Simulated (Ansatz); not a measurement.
# Step by step: BaS, relaxation of cell and atoms

Method: DFT, PBE, PAW with Ansatz's default frozen-core files, scalar-relativistic (Ansatz 0.2.0).

Command: `ansatz run input.yaml --threads 1 --pin off --max-ram 3072MiB --backend cpu --events-out ev --progress --plain --runs-dir out` The run took about 140 s on 1 thread of a shared machine.

```yaml
crystal:
  lattice:
    - [4.5558582445, 0.0, 0.0]
    - [-2.2779291223, 3.9454889758, 0.0]
    - [0.0, 0.0, 7.4260489385]
  atoms:
    - { symbol: Ba, position: [0.3333333333, 0.6666666667, 0.0] }
    - { symbol: Ba, position: [0.6666666667, 0.3333333333, 0.5] }
    - { symbol: S, position: [0.3333333333, 0.6666666667, 0.376] }
    - { symbol: S, position: [0.6666666667, 0.3333333333, 0.876] }
kpoints:
  mp_grid: { grid: [8, 8, 5] }
scf:
  occupations: { method: fermi_dirac, width: 0.03 }
hamiltonian:
  xc: pbe
  pseudopotentials: { kind: paw }
output:
  forces: true
  stress: true
  write_density: true
  write_potential: true
  elf: true
  volumetric_format: npy
relax:
  f_tol: 0.005
  max_steps: 80
  cell: {}
```

No spin–orbit coupling, which matters for the heavy atoms here.

The cell is built from the wurtzite type as a first guess.

The cutoff is 420 eV; energies and pressures of the walk include the program's estimate of the Pulay term.

Each frame lists the cell vectors (Å), then Cartesian positions (Å) and forces (eV/Å). Free energies count from the first step, -13709.6332 eV.

The walk took 14 evaluations in all; steps that aren't listed are left out.

Step 1: E = 0.0 meV, P = 12.48 GPa

```
cell 4.5559 0.0000 0.0000 -2.2779 3.9455 0.0000 0.0000 0.0000 7.4260
Ba    0.0000    2.6303    0.0000     0.000   0.000  -0.083
Ba    2.2779    1.3152    3.7130     0.000   0.000  -0.083
S     0.0000    2.6303    2.7922     0.000   0.000   0.083
S     2.2779    1.3152    6.5052     0.000   0.000   0.083
```

Step 2: E = -1005.2 meV, P = 4.54 GPa

```
cell 4.7781 0.0000 0.0000 -2.3891 4.1380 0.0000 0.0000 0.0000 7.7488
Ba    0.0000    2.7587   -0.0094     0.000   0.000  -0.032
Ba    2.3891    1.3793    3.8650     0.000   0.000  -0.032
S     0.0000    2.7587    2.9230     0.000   0.000   0.032
S     2.3891    1.3793    6.7973     0.000   0.000   0.032
```

Step 3: E = -1268.1 meV, P = 1.06 GPa

```
cell 4.9713 0.0000 0.0000 -2.4856 4.3053 0.0000 0.0000 0.0000 7.8169
Ba    0.0000    2.8702   -0.0410     0.000   0.000  -0.029
Ba    2.4856    1.4351    3.8674     0.000   0.000  -0.029
S     0.0000    2.8702    2.9801     0.000   0.000   0.029
S     2.4856    1.4351    6.8886     0.000   0.000   0.029
```

Step 4: E = -1312.4 meV, P = -0.10 GPa

```
cell 5.0922 0.0000 0.0000 -2.5461 4.4100 0.0000 0.0000 0.0000 7.6875
Ba    0.0000    2.9400   -0.0839     0.000   0.000  -0.021
Ba    2.5461    1.4700    3.7598     0.000   0.000  -0.021
S     0.0000    2.9400    2.9744     0.000   0.000   0.021
S     2.5461    1.4700    6.8182     0.000   0.000   0.021
```

Step 5: E = -1355.6 meV, P = -0.63 GPa

```
cell 5.2015 0.0000 0.0000 -2.6008 4.5047 0.0000 0.0000 0.0000 7.3830
Ba    0.0000    3.0031   -0.1472     0.000   0.000  -0.063
Ba    2.6008    1.5016    3.5443     0.000   0.000  -0.063
S     0.0000    3.0031    2.9232     0.000   0.000   0.063
S     2.6008    1.5016    6.6147     0.000   0.000   0.063
```

Step 6: E = -1440.8 meV, P = -1.13 GPa

```
cell 5.3101 0.0000 0.0000 -2.6550 4.5986 0.0000 0.0000 0.0000 7.0206
Ba    0.0000    3.0658   -0.2239     0.000   0.000  -0.141
Ba    2.6550    1.5329    3.2864     0.000   0.000  -0.141
S     0.0000    3.0658    2.8636     0.000   0.000   0.141
S     2.6550    1.5329    6.3739     0.000   0.000   0.141
```

Step 7:

```
cell 5.3596 0.0000 0.0000 -2.6798 4.6415 0.0000 0.0000 0.0000 6.6590
Ba    0.0000    3.0944   -0.2913
Ba    2.6798    1.5472    3.0382
S     0.0000    3.0944    2.7951
S     2.6798    1.5472    6.1246
```

Step 8: E = -1622.9 meV, P = -1.17 GPa

```
cell 5.5125 0.0000 0.0000 -2.7563 4.7740 0.0000 0.0000 0.0000 6.3303
Ba    0.0000    3.1826   -0.3613     0.000   0.000  -0.144
Ba    2.7563    1.5913    2.8039     0.000   0.000  -0.144
S     0.0000    3.1826    2.7415     0.000   0.000   0.144
S     2.7563    1.5913    5.9066     0.000   0.000   0.144
```

Step 9: E = -1674.8 meV, P = 0.74 GPa

```
cell 5.3269 0.0000 0.0000 -2.6635 4.6133 0.0000 0.0000 0.0000 6.3533
Ba    0.0000    3.0755   -0.3932     0.000   0.000  -0.003
Ba    2.6635    1.5378    2.7835     0.000   0.000  -0.003
S     0.0000    3.0755    2.7820     0.000   0.000   0.003
S     2.6635    1.5378    5.9587     0.000   0.000   0.003
```

Step 10: E = -1682.3 meV, P = 0.06 GPa

```
cell 5.3646 0.0000 0.0000 -2.6823 4.6459 0.0000 0.0000 0.0000 6.3859
Ba    0.0000    3.0972   -0.3959     0.000   0.000   0.000
Ba    2.6823    1.5486    2.7971     0.000   0.000   0.000
S     0.0000    3.0972    2.7970     0.000   0.000   0.000
S     2.6823    1.5486    5.9899     0.000   0.000   0.000
```

Step 11: E = -1682.4 meV, P = 0.00 GPa

```
cell 5.3686 0.0000 0.0000 -2.6843 4.6494 0.0000 0.0000 0.0000 6.3876
Ba    0.0000    3.0996   -0.3960     0.000   0.000   0.000
Ba    2.6843    1.5498    2.7978     0.000   0.000   0.000
S     0.0000    3.0996    2.7978     0.000   0.000   0.000
S     2.6843    1.5498    5.9916     0.000   0.000   0.000
```

Step 12: E = -1695.3 meV, P = 0.13 GPa (the cell of the step before, solved again on a basis chosen afresh, hence the jump)

(1) Give the energy and forces of step 7.

(2) How does the relaxation end?

Results:

(1) E = -1576.7 meV, P = -0.82 GPa
```
Ba    0.0000    3.0944   -0.2913     0.000   0.000  -0.235
Ba    2.6798    1.5472    3.0382     0.000   0.000  -0.235
S     0.0000    3.0944    2.7951     0.000   0.000   0.235
S     2.6798    1.5472    6.1246     0.000   0.000   0.235
```

(2) It converges, with a = 5.381 Å, b = 5.381 Å, c = 6.384 Å, α = 90.00°, β = 90.00°, γ = 120.00° (conventional cell, space group P6_3/mmc). The last solve (on a basis chosen afresh for the final cell, so its energy is not quite comparable) gives E = -1695.7 meV, P = 0.01 GPa:
```
cell 5.3806 0.0000 0.0000 -2.6903 4.6598 0.0000 0.0000 0.0000 6.3836
Ba    0.0000    3.1065   -0.3958     0.000   0.000   0.000
Ba    2.6903    1.5533    2.7960     0.000   0.000   0.000
S     0.0000    3.1065    2.7960     0.000   0.000   0.000
S     2.6903    1.5533    5.9879     0.000   0.000   0.000
```
